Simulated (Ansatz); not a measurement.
Crystal: MnO.

```
Mn O
1.0
     0.00000    2.22391    2.22391
     2.22391    0.00000    2.22391
     2.22391    2.22391    0.00000
Mn O
1 1
Direct
  0.00000 0.00000 0.00000
  0.50000 0.50000 0.50000
```

The cell is a database's computed one.

Base run:

| Item | Value |
| --- | --- |
| Program | Ansatz 0.2.0 |
| Functional | PBEsol |
| Potentials or basis | all-electron LAPW, scalar-relativistic |
| Cutoff | 324 eV (chosen from the basis error) |
| Basis error allowed | 0.001 eV/atom |
| k mesh | 10 × 10 × 10 |
| Occupations | fermi-dirac, width 0.05 eV |
| Spin | collinear spin, ferromagnetic start |
| Starting moments | [4.0, 0.0] μB |
| Hubbard terms | Mn d U = 8 eV |

Its results: band gap on the k mesh 0.54 eV, indirect (least direct gap 2.40 eV); pressure 7.4 GPa; net moment 5.00 μB per cell; site moments Mn +4.63; O +0.10 μB.

Problem. The run is repeated on the same cell with these changes: hubbard terms from Mn d U = 8 eV to none. What comes out?

Solution. Band gap on the k mesh none (metal or under the smearing width); pressure -7.1 GPa; net moment 4.77 μB per cell; site moments Mn +4.31; O +0.23 μB.

The U term pushes filled and empty states of the shell apart.

Caveats: a cell with one magnetic atom can't hold antiferromagnetic order, which such compounds often take; the magnetic state may not be the lowest (some runs); U is the effective U less J, on atomic orbitals that reach past the spheres (some runs); semilocal functionals often make such compounds metallic where correlation or magnetic order opens a gap, which also shifts bond lengths (some runs).

A k mesh can miss the band edges.
